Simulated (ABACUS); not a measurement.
**Ge under changes of volume**

One of the cells (22.639 Å³/atom); the others are scaled copies at fixed shape and fractional positions:

```xyz
2
Lattice="0.0000 2.8289 2.8289 2.8289 0.0000 2.8289 2.8289 2.8289 0.0000" Properties=species:S:1:pos:R:3 pbc="T T T"
Ge    4.2434    4.2434    4.2434
Ge    2.8289    2.8289    2.8289
```

```yaml
Program: ABACUS 3.10.1
Functional: PBE
Potentials_or_basis: PseudoDojo NC SR 0.4.1 PBE standard
Cutoff: 1361 eV
Density_cutoff: 5442 eV
Basis: DZP LCAO (the cutoffs set its grid)
k_mesh: 8 × 8 × 8
Occupations: fermi-dirac, width 0.05 eV
Spin: no spin polarisation
```

```tsv
volume (Å³/atom)	energy over the lowest point (meV/atom)	pressure (GPa)	gap on the mesh (eV)
21.281	82.95	10.4	0.40
21.733	56.63	8.3	0.33
22.186	36.04	6.3	0.27
22.639	?	?	?
23.092	9.90	3.1	none
23.545	3.10	1.7	none
23.997	0.00	0.5	none
```

Question: What does the run at 22.639 Å³/atom give?

Answer: Energy over the lowest point 20.75 meV/atom; pressure 4.6 GPa; gap on the mesh 0.16 eV.

Worked out: A Birch-Murnaghan fit of order 3 (a polynomial in V^(-2/3)) to the other rows has its minimum at 24.21 Å³/atom, just outside them, with B0 = V·E''(V) = 57 GPa and B' = 5.5. It gives 20.67 meV/atom at 22.639 Å³/atom, against the run's 20.75, and -dE/dV = 4.6 GPa, against 4.6.

Energies are extrapolated to zero smearing.

Caveats: the atomic orbitals were generated for these runs and aren't a published set; the basis of atomic orbitals isn't converged, which shifts pressures, moduli and gaps.

A mesh can miss the band edges. Spin-orbit coupling on Ge is left out.

A gap of «none» marks a metal or a gap under the smearing width.
